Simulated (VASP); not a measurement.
# SnTe (Fm-3m) in VASP: a series of runs

The runs below take SnTe through density of states, equation of state, with PBE, LDA.

Program: VASP 6.6.1. These are calculated values, not measurements. Logs are shortened: lines on timing, memory, paths and dates and some standing lists are left out, and cuts for length are marked.

### 1 The structure

The structure is cubic, space group Fm-3m (No. 225). Conventional cell: a = 6.238 Å, b = 6.238 Å, c = 6.238 Å, α = 90.00°, β = 90.00°, γ = 90.00°. Te (site symmetry m-3m) has 6 Sn at 3.12 Å as nearest neighbours. Around Sn (site symmetry m-3m) lie 6 Te at 3.12 Å.

### 2 Density of states, PBE, non-collinear spin, program default start, spin-orbit coupling (volume scaled by 1.04)

Input file run.py:

```python
from ase.calculators.vasp import Vasp
from ase.dft.dos import DOS
from ase.spacegroup import crystal

atoms = crystal(
    ['Te', 'Sn'],
    basis=[[0.5, 0.0, 0.0], [0.0, 0.0, 0.0]],
    spacegroup=225,
    setting=1,
    cellpar=[6.38462661, 6.38462661, 6.38462661, 90.0, 90.0, 90.0],
    primitive_cell=True,
)
calc = Vasp(
    directory='calc',
    xc='pbe',
    pp='PBE',
    setups='recommended',
    prec='Accurate',
    encut=520,
    ediff=1e-06,
    ismear=0,
    sigma=0.05,
    lreal=False,
    lasph=True,
    nelm=60,
    algo='Fast',
    isif=2,
    lwave=False,
    lcharg=False,
    lnoncollinear=True,
    lorbit=10,
    lsorbit=True,
    gga_compat=False,
    addgrid=True,
    kpts=[5, 5, 5],
    gamma=True,
)
atoms.calc = calc

print('energy (eV):', atoms.get_potential_energy())
print('free energy (eV):', atoms.get_potential_energy(force_consistent=True))
print('forces (eV/A):')
print(atoms.get_forces())
print('stress (eV/A^3, Voigt):', atoms.get_stress())
print('Fermi level (eV):', calc.get_fermi_level())
dos = DOS(calc, width=0.2, window=(-10, 10), npts=301)
print('E - E_F (eV), DOS (1/eV)')
for e, g in zip(dos.get_energies(), dos.get_dos()):
    print(f'{e:8.3f} {g:10.4f}')
```

Potentials or basis: VASP PAW PBE potentials, release 64 (Te, Sn_d).

Started as:

```bash
> python run.py
```

The program printed:

```text
energy (eV): -7.71158897
free energy (eV): -7.71158897
forces (eV/A):
[[-0.  0. -0.]
 [ 0. -0.  0.]]
stress (eV/A^3, Voigt): [-2.85306235e-03 -2.85306235e-03 -2.85306235e-03 -4.59244000e-07
 -4.54363140e-07 -4.59244000e-07]
Fermi level (eV): 6.35958804
E - E_F (eV), DOS (1/eV)
 -10.000     0.0000
  -9.933     0.0000
  -9.867     0.0000
  -9.800     0.0000
  -9.733     0.0000
  -9.667     0.0000
[... 293 lines left out ...]
   9.933     0.0000
  10.000     0.0000
```

Run time: 4.1 min. Hardware: 1 thread of Intel Xeon Platinum 8488C (Sapphire Rapids), shared host; peak memory 0.58 GiB.

Results:

- Free energy: -7.7116 eV
- Pressure: 0.5 GPa
- Net moment: 0.00 μB per cell
- Valence electrons inside the program's atomic spheres: Te 3.37; Sn 12.06

Moments on the atoms (μB; x, y, z):
```
Te  0.00 0.00 0.00
Sn  0.00 0.00 0.00
```

Caveat: this odd mesh misses L, where the gap lies, so gap, dielectric constants and Born charges aren't listed.

### 3 Equation of state, LDA, 29.13 Å³/atom (a relaxed cell with its volume scaled by 0.96)

Input file INCAR:

```
SYSTEM = SnTe
PREC = Accurate
ENCUT = 520
EDIFF = 1E-6
ISMEAR = 0
SIGMA = 0.02
LREAL = .FALSE.
LASPH = .TRUE.
NELM = 80
ALGO = Normal
ISIF = 2
LWAVE = .FALSE.
LCHARG = .FALSE.
GGA = CA
```

Input file KPOINTS:

```
regular mesh
0
G
  6 6 6
  0 0 0
```

Input file POSCAR:

```
SnTe                                    
1.0
    0.0000000000      3.0769566317      3.0769566317
    3.0769566317      0.0000000000      3.0769566317
    3.0769566317      3.0769566317     -0.0000000000
  Te              Sn            
     1     1
Direct
     0.5000000000000000    0.5000000000000000    0.5000000000000000
     0.0000000000000000    0.0000000000000000    0.0000000000000000
```

Potentials or basis: VASP PAW LDA potentials, release 64 (Te, Sn_d).

Started as:

```bash
> cat potpaw_LDA.64/Te/POTCAR potpaw_LDA.64/Sn_d/POTCAR > POTCAR
> mpirun -np 1 vasp_std > vasp.out
```

OUTCAR:

```text
SYSTEM = SnTe
   PREC = Accurate
   ENCUT = 520
   EDIFF = 1E-6
   ISMEAR = 0
   LREAL = .FALSE.
   LASPH = .TRUE.
   NELM = 80
   ISIF = 2
   GGA = CA

 ion  position               nearest neighbor table
   1  0.500  0.500  0.500-   2 3.08   2 3.08   2 3.08   2 3.08   2 3.08   2 3.08
   2  0.000  0.000  0.000-   1 3.08   1 3.08   1 3.08   1 3.08   1 3.08   1 3.08

  LATTYP: Found a face centered cubic cell.
 ALAT       =     6.1539132634

  Lattice vectors:

 A1 = (   0.0000000000,   3.0769566317,   3.0769566317)
 A2 = (   3.0769566317,   0.0000000000,   3.0769566317)
 A3 = (   3.0769566317,   3.0769566317,   0.0000000000)

Analysis of symmetry for initial positions (statically):
=====================================================================
 Subroutine PRICEL returns:
 Original cell was already a primitive cell.

 Routine SETGRP: Setting up the symmetry group for a
 face centered cubic supercell.

 Subroutine GETGRP returns: Found 48 space group operations
 (whereof 48 operations were pure point group operations)
 out of a pool of 48 trial point group operations.

The static configuration has the point symmetry O_h .

Analysis of symmetry for dynamics (positions and initial velocities):
[... 169 lines left out ...]
     10       5.3457      2.00000
     11      11.0978      0.00000
     12      11.0978      0.00000
     13      11.0978      0.00000
     14      12.3157      0.00000
[... 241 lines left out ...]
      1     -14.2142      2.00000
      2     -14.1916      2.00000
      3     -14.1797      2.00000
      4     -14.1693      2.00000
      5     -14.1639      2.00000
      6      -3.7765      2.00000
      7       0.1749      2.00000
      8       1.9540      2.00000
      9       2.9094      2.00000
     10       5.6588      2.00000
     11       9.8561      0.00000
     12      10.9391      0.00000
     13      13.3631      0.00000
     14      13.4962      0.00000

------------------------ aborting loop because EDIFF is reached ----------------------------------------

  FORCE on cell =-STRESS in cart. coord.  units (eV):
  Direction    XX          YY          ZZ          XY          YZ          ZX
  --------------------------------------------------------------------------------------
  -------------------------------------------------------------------------------------
  Total        0.8401732      0.8401732      0.8401732      0.0000000     -0.0000000      0.0000000
  in kB       23.1038993     23.1038993     23.1038993      0.0000000     -0.0000000      0.0000000
  external PRESSURE =      23.1038993 kB  Pullay stress =       0.0000000 kB

 VOLUME and BASIS-vectors are now :
 -----------------------------------------------------------------------------
  energy-cutoff  :      520.00
  volume of cell :       58.26
      direct lattice vectors                 reciprocal lattice vectors
     0.000000000  3.076956632  3.076956632    -0.162498228  0.162498228  0.162498228
     3.076956632  0.000000000  3.076956632     0.162498228 -0.162498228  0.162498228
     3.076956632  3.076956632  0.000000000     0.162498228  0.162498228 -0.162498228

 POSITION                                       TOTAL-FORCE (eV/Angst)
 -----------------------------------------------------------------------------------
      3.07696      3.07696      3.07696        -0.000000     -0.000000     -0.000000
      0.00000      0.00000      0.00000         0.000000      0.000000      0.000000
 -----------------------------------------------------------------------------------
    total drift:                                0.000000     -0.000000     -0.000000

  FREE ENERGIE OF THE ION-ELECTRON SYSTEM (eV)
  ---------------------------------------------------
  free  energy   TOTEN  =        -8.8170027124 eV

  energy  without entropy=       -8.8170027124  energy(sigma->0) =       -8.81700271
```

stdout:

```text
POSCAR found type information on POSCAR TeSn
 POSCAR found :  2 types and       2 ions
 scaLAPACK will be used
 LDA part: xc-table for (Slater(with rela. corr.)+CA(PZ))
 , standard interpolation
 POSCAR, INCAR and KPOINTS ok, starting setup
 FFT: planning ... GRIDC
 FFT: planning ... GRID_SOFT
 FFT: planning ... GRID
 WAVECAR not read
 entering main loop
```

It took 4.4 s on 1 thread of Intel Xeon Platinum 8559C (Emerald Rapids), shared host; peak memory 0.15 GiB.

What came out:

```yaml
Free_energy: -8.8170 eV
Pressure: 2.3 GPa
Band_gap_on_the_k_mesh: 0.31 eV, direct
```

Caveat: spin-orbit coupling is left out, which moves the levels of the heavy elements.

### 4 Equation of state, LDA, 29.74 Å³/atom (a relaxed cell with its volume scaled by 0.98)

INCAR is that of step 3.

KPOINTS is that of step 3.

Input file POSCAR:

```
SnTe                                    
1.0
    0.0000000000      3.0981776929      3.0981776929
    3.0981776929      0.0000000000      3.0981776929
    3.0981776929      3.0981776929     -0.0000000000
  Te              Sn            
     1     1
Direct
     0.5000000000000000    0.5000000000000000    0.5000000000000000
     0.0000000000000000    0.0000000000000000    0.0000000000000000
```

Started as:

```bash
> cat potpaw_LDA.64/Te/POTCAR potpaw_LDA.64/Sn_d/POTCAR > POTCAR
> mpirun -np 1 vasp_std > vasp.out
```

It took 6.6 s on 1 thread of Intel Xeon Platinum 8559C (Emerald Rapids), shared host; peak memory 0.17 GiB.

The run converged. Its results:

| Property | Result |
| --- | --- |
| Free energy | -8.8300 eV |
| Pressure | 1.1 GPa |
| Band gap on the k mesh | 0.27 eV, direct |

Caveat: spin-orbit coupling is left out, which moves the levels of the heavy elements.

### 5 Equation of state, LDA, 30.35 Å³/atom

INCAR is that of step 4.

KPOINTS is that of step 4.

Input file POSCAR:

```
SnTe                                    
1.0
    0.0000000000      3.1191119610      3.1191119610
    3.1191119610      0.0000000000      3.1191119610
    3.1191119610      3.1191119610     -0.0000000000
  Te              Sn            
     1     1
Direct
     0.5000000000000000    0.5000000000000000    0.5000000000000000
     0.0000000000000000    0.0000000000000000    0.0000000000000000
```

Started as:

```bash
> cat potpaw_LDA.64/Te/POTCAR potpaw_LDA.64/Sn_d/POTCAR > POTCAR
> mpirun -np 1 vasp_std > vasp.out
```

Run time: 7 s. Hardware: 1 thread of Intel Xeon Platinum 8559C (Emerald Rapids), shared host; peak memory 0.17 GiB.

It converged, with:

```
Free energy            : -8.8342 eV
Pressure               : -0.1 GPa
Band gap on the k mesh : 0.21 eV, direct
```

Caveat: spin-orbit coupling is left out, which moves the levels of the heavy elements.

### 6 Equation of state, LDA, 30.95 Å³/atom (a relaxed cell with its volume scaled by 1.02)

INCAR is that of step 5.

KPOINTS is that of step 5.

Input file POSCAR:

```
SnTe                                    
1.0
    0.0000000000      3.1397689336      3.1397689336
    3.1397689336      0.0000000000      3.1397689336
    3.1397689336      3.1397689336     -0.0000000000
  Te              Sn            
     1     1
Direct
     0.5000000000000000    0.5000000000000000    0.5000000000000000
     0.0000000000000000    0.0000000000000000    0.0000000000000000
```

Potentials or basis: VASP PAW LDA potentials, release 64 (Te, Sn_d).

Started as:

```bash
> cat potpaw_LDA.64/Te/POTCAR potpaw_LDA.64/Sn_d/POTCAR > POTCAR
> mpirun -np 1 vasp_std > vasp.out
```

It took 6.6 s on 1 thread of Intel Xeon Platinum 8559C (Emerald Rapids), shared host; peak memory 0.17 GiB.

It converged, with:

```yaml
Free_energy: -8.8304 eV
Pressure: -1.0 GPa
Band_gap_on_the_k_mesh: 0.15 eV, direct
```

Caveat: spin-orbit coupling is left out, which moves the levels of the heavy elements.

### 7 Equation of state, LDA, 31.56 Å³/atom (a relaxed cell with its volume scaled by 1.04)

INCAR is that of step 6.

KPOINTS is that of step 6.

Input file POSCAR:

```
SnTe                                    
1.0
    0.0000000000      3.1601576148      3.1601576148
    3.1601576148      0.0000000000      3.1601576148
    3.1601576148      3.1601576148     -0.0000000000
  Te              Sn            
     1     1
Direct
     0.5000000000000000    0.5000000000000000    0.5000000000000000
     0.0000000000000000    0.0000000000000000    0.0000000000000000
```

Started as:

```bash
> cat potpaw_LDA.64/Te/POTCAR potpaw_LDA.64/Sn_d/POTCAR > POTCAR
> mpirun -np 1 vasp_std > vasp.out
```

Wall time 6.4 s (1 thread of Intel Xeon Platinum 8559C (Emerald Rapids), shared host); peak memory 0.17 GiB.

It converged, with:

* Free energy: -8.8194 eV
* Pressure: -1.9 GPa
* Band gap on the k mesh: 0.09 eV, direct

Caveat: spin-orbit coupling is left out, which moves the levels of the heavy elements.

### 8 Equation of state, LDA

Potentials or basis: VASP PAW LDA potentials, release 64 (Te, Sn_d).

No new run: the results of the series are fitted here.

What came out:

- Equilibrium volume: 30.35 Å³/atom
- Bulk modulus: 52 GPa
- Pressure derivative of the bulk modulus: 4.6 (rough: it moves with the points fitted)

Energy against volume, from the lowest point:
```
volume (Å³/atom)  energy (meV/atom)
          29.132               8.58
          29.738               2.07
          30.345               0.00
          30.952               1.90
          31.559               7.36
```

The run has no spin-orbit coupling, so splittings on Te are missing.

### 9 For comparison

An earlier run on the cell as given: functional PBE; potentials or basis VASP PAW PBE potentials, release 64 (Te, Sn_d); cutoff 520 eV; k mesh 7 × 7 × 7; occupations fermi-dirac, width 0.05 eV; no spin polarisation.

- Pressure: 2.2 GPa

### 10 Overview

| task | level | potentials or basis | spin | cell | k mesh | smearing | ladder | other keys | pressure (GPa) |
| --- | --- | --- | --- | --- | --- | --- | --- | --- | --- |
| density of states | PBE | VASP PAW PBE potentials, release 64 (Te, Sn_d) | non-collinear, program default start, SOC | volume scaled by 1.04 | 5 × 5 × 5 | gaussian 0.05 eV | - | ADDGRID = yes | 0.5 |
| equation of state | LDA | VASP PAW LDA potentials, release 64 (Te, Sn_d) | off | Fm-3m, 30.35 Å³/atom | 6 × 6 × 6 | gaussian 0.02 eV | gaps | - | - |
| single point | PBE | VASP PAW PBE potentials, release 64 (Te, Sn_d) | off | Fm-3m, 31.28 Å³/atom | 7 × 7 × 7 | fermi-dirac 0.05 eV | - | - | 2.2 |

Alike in all rows: cutoff (eV) 520.

Total energies depend on the potentials used, so only differences within one code and one set of settings carry meaning.
